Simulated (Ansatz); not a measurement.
Au in Ansatz: convergence with k mesh

Au:

```
Au
1.0
    -1.65727    1.65727    1.65727
     1.65727   -1.65727    1.65727
     1.65727    1.65727   -1.65727
Au
1
Direct
  0.00000 0.00000 0.00000
```

This isn't the form of Au at room conditions, which is fcc.

| Item | Value |
| --- | --- |
| Program | Ansatz 0.2.0 |
| Task | convergence study |
| Functional | LDA |
| Potentials or basis | all-electron LAPW, scalar-relativistic |
| Cutoff | 251 eV (chosen from the basis error) |
| Basis error allowed | 0.001 eV/atom |
| k mesh | 2 × 2 × 2 |
| Occupations | fermi-dirac, width 0.05 eV |
| Spin | no spin polarisation |

These are the settings of the first run; the series varies k mesh, with any setting tied to it.

Hardware: 1 thread of Intel(R) Xeon(R) Processor @ 2.50GHz (Skylake/Cascade Lake), with other jobs on the host.

```csv
k mesh,"energy less the tightest run, at zero smearing (meV/atom)",pressure (GPa),SCF cycles,CPU time (s),peak memory (GiB)
2 × 2 × 2,3219.04,27.24,10,3.1,0.24
4 × 4 × 4,219.72,-14.73,7,3.7,0.25
6 × 6 × 6,85.97,-13.63,7,5.8,0.26
7 × 7 × 7,-0.83,-12.76,7,5.4,0.26
9 × 9 × 9,3.41,-12.84,7,9.5,0.28
11 × 11 × 11,6.42,-13.05,6,13,0.29
13 × 13 × 13,3.34,-13.21,8,22,0.33
16 × 16 × 16,0.00,-13.76,6,31,0.39
```

Not settled before the last step: the energy (to 1 meV/atom), the pressure (to 0.1 GPa). Meshes of other sizes hit other points, so gaps and Fermi surfaces needn't settle smoothly. The tightest run that finished is the yardstick and may itself not be fully converged.

Spin-orbit coupling is left out, which matters for the levels of Au.
